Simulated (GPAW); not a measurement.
The system is FeO.

```
Fe O
1.0
    -1.60210    1.60210    2.08339
     1.60210   -1.60210    2.08339
     1.60210    1.60210   -2.08339
Fe O
1 1
Direct
  0.00000 0.00000 0.00000
  0.50000 0.50000 0.00000
```

The cell comes from a database or a generator and needn't be the stable form of this composition.

Base run:

| Quantity | Value |
| --- | --- |
| Program | GPAW 26.7.0 |
| Functional | PBEsol |
| Potentials or basis | PAW data sets generated in the run's folder for this functional |
| Cutoff | 800 eV |
| Basis | pw |
| k mesh | 8 × 8 × 8 |
| Occupations | fermi-dirac, width 0.05 eV |
| Spin | collinear spin, ferromagnetic start |
| Starting moments | [3.0, 0.0] μB |

Its results: pressure -15.0 GPa; net moment 4.00 μB per cell; site moments Fe +3.53; O +0.23 μB.

Q: The run is repeated on the same cell with these changes: functional from PBEsol to LDA; potentials or basis from PAW data sets generated in the run's folder for this functional to the program's PAW data sets (release 1.2.1) made for this functional. What comes out?

A: Pressure -22.4 GPa; net moment 4.00 μB per cell; site moments Fe +3.50; O +0.24 μB.

Caveats: a cell with one magnetic atom can't hold antiferromagnetic order, which such compounds often take.
